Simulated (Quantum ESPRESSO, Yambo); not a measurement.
## MgI2 (1T monolayer): changed settings of a GW run in Yambo

A base run on MgI2 (1T monolayer), then changed inputs.

Calculated with Yambo 5.3.0; PBE and many-body steps on it, plane waves.

Report form: the programs' logs are mostly left out.

## (1) Starting point

The cell holds 3 atoms: 1 Mg and 2 I. Cell: a = 4.208 Å, b = 4.208 Å, c = 16.000 Å, α = 90.0°, β = 90.0°, γ = 120.0°. Vacuum lies along c.

Coordinates:

```
Mg I
1.0
     4.20754    0.00000    0.00000
    -2.10377    3.64384    0.00000
     0.00000    0.00000   16.00000
Mg I
1 2
Direct
  0.00000 0.00000 0.50000
  0.33333 0.66667 0.60469
  0.66667 0.33333 0.39531
```

The structure was relaxed with PBE. The runs that relaxed it are not among those shown. Spin-orbit coupling is left out unless a step names it.

## (2) Base

This step: Yambo 5.3.0; G0W0 on PBE, plane waves, norm-conserving pseudopotentials.

G0W0 replaces the xc potential by the self-energy, built once from these orbitals. Only a window of levels is corrected, while the sums run over the empty bands that the input names.

Contents of gw2.in:

```
HF_and_locXC
gw0
dyson
ppa
em1d
rim_cut
rim_w
RandQpts= 3000000
RandGvec= 100 RL
CUTGeo= "slab z"
RandGvecW= 9 RL
EXXRLvcs= 76 Ry
VXCRLvcs= 304 Ry
Chimod= "HARTREE"
% BndsRnXp
 1 | 181 |
%
NGsBlkXp= 8 Ry
% LongDrXp
 1 | 1 | 0 |
%
% GbndRnge
 1 | 181 |
%
DysSolver= "n"
ExtendOut
PPAPntXp= 27.21138 eV
% QPkrange
 1 | 1 | 29 | 32 |
 4 | 4 | 29 | 32 |
%
```

Started as:

```bash
$ OMP_NUM_THREADS=1 mpirun -n 4 yambo -F gw2.in -J gw2 -C gw2 > gw2.log
```

Elapsed: 11 min, on 4 MPI ranks of Intel Xeon Platinum 8488C (Sapphire Rapids), shared host; peak memory 4.5 GiB.

Numbers from this step:

```yaml
g0w0_gap_on_the_points_computed: 5.927 eV
starting_gap_on_the_mesh: 3.665 eV
k_of_the_valence_top: 0, 0, 0
k_of_the_conduction_bottom: 0, -0.5, 0
least_direct_g0w0_gap_on_the_computed_points: 6.190 eV
z_at_the_valence_top: 0.8135
z_at_the_conduction_bottom: 0.8323
```

The gap on the mesh goes from 3.67 eV to 5.93 eV, a correction of +2.26 eV.

## (3) No random integration

gw6.in, as its differences from gw2.in of step 2:

```diff
@@ -7,3 +7,3 @@
 rim_w
-RandQpts= 3000000
+RandQpts= 0
 RandGvec= 100 RL
```

Started as:

```bash
$ OMP_NUM_THREADS=1 mpirun -n 4 yambo -F gw6.in -J gw6,gw2_W -C gw6 > gw6.log
```

Run time: 3.7 min. Hardware: 4 MPI ranks; peak memory 4.4 GiB; 15 min of CPU time.

Numbers from this step:

| Property | Result |
| --- | --- |
| G0W0 gap on the points computed | 8031.3990 eV |
| starting gap on the mesh | 3.665 eV |
| k of the valence top | 0, -0.5, 0 |
| k of the conduction bottom | 0, -0.5, 0 |
| least direct G0W0 gap on the computed points | 8031.3990 eV |
| Z at the valence top | 0.9249 |
| Z at the conduction bottom | 0.9470 |

## (4) More G vectors in the random integration

gw7.in, as its differences from gw6.in of step 3:

```diff
@@ -7,4 +7,4 @@
 rim_w
-RandQpts= 0
-RandGvec= 100 RL
+RandQpts= 3000000
+RandGvec= 200 RL
 CUTGeo= "slab z"
```

Started as:

```bash
$ OMP_NUM_THREADS=1 mpirun -n 4 yambo -F gw7.in -J gw7,gw2_W -C gw7 > gw7.log
```

Run time: 3.9 min. Hardware: 4 MPI ranks; peak memory 4.6 GiB; 16 min of CPU time.

This step gave:

| Item | Value |
| --- | --- |
| G0W0 gap on the points computed | 5.927 eV |
| starting gap on the mesh | 3.665 eV |
| k of the valence top | 0, 0, 0 |
| k of the conduction bottom | 0, -0.5, 0 |
| least direct G0W0 gap on the computed points | 6.190 eV |

Against G0W0 in Yambo (6×6×1 mesh, 181 bands, screening to 108.8 eV, Godby-Needs plasmon pole), the gap moves by +0.0004 eV.

## (5) A database that isn't there

gw8.in, as its differences from gw7.in of step 4:

```diff
@@ -8,3 +8,3 @@
 RandQpts= 3000000
-RandGvec= 200 RL
+RandGvec= 100 RL
 CUTGeo= "slab z"
@@ -31 +31,2 @@
 %
+GfnQPdb= "E < ./none/ndb.QP"
```

Started as:

```bash
$ OMP_NUM_THREADS=1 mpirun -n 4 yambo -F gw8.in -J gw8,gw2_W -C gw8 > gw8.log
```

The job ended after 3.7 min (4 MPI ranks; peak memory 4.5 GiB).

The run ended normally, though the input holds a fault or crude settings.

The fault put into this input: a database that isn't there. It printed a gap of 5.93 eV, the value of the sound run: the program fell back on what its files hold, so an unchanged gap is no proof of convergence.

## (6) Side by side

Times are wall times on 4 MPI ranks of Intel Xeon Platinum 8488C (Sapphire Rapids), shared host, good to a factor of about two.

| run | mesh | bands | screening cutoff (eV) | DFT gap (eV) | gap on the mesh (eV) | direct (eV) | time |
| --- | --- | --- | --- | --- | --- | --- | --- |
| base | 6×6×1 | 181 | 108.8 | 3.665 | 5.927 | 6.190 | 11 min |
| no random integration | 6×6×1 | 181 | 108.8 | 3.665 | 8031.399 | 8031.399 | 3.7 min |
| more G vectors in the random integration | 6×6×1 | 181 | 108.8 | 3.665 | 5.927 | 6.190 | 3.9 min |

## (7) Summary of results

```yaml
base: 5.927 eV
no_random_integration: 8031.399 eV
more_g_vectors_in_the_random_integration: 5.927 eV
known_limits: not at the basis limit; no spin-orbit coupling
```

**Reading.** No random integration: +8025.472 eV against base (keys changed: RandQpts). More G vectors in the random integration: no change against base (keys changed: RandGvec). Bands and cutoff are finite, so the gap is not at the basis limit. The miss can reach some tenths of an eV and take either sign; the mesh is an error of its own. In the G0W0 runs levels were corrected at 2 k points alone, so a gap called «on the mesh» is the least over those, and an edge elsewhere would be missed. The many-body steps are scalar-relativistic: spin-orbit coupling is not in them.

[Paths, hosts, dates, memory and timing lines, banners, echoed tables and standing remarks are left out of the program output.]

[Logs are printed without paths, hosts, clocks, repeated set-up lines and the standing remarks that a program may print on its own settings, such as how far it seeks lower states.]

[Runs of the session that timed out or met a known fault of the program may be left out.]

[Hosts, paths, dates, database ids (printed as entryN), source tags and the programs' standing remarks are cut or masked in the printed files.]
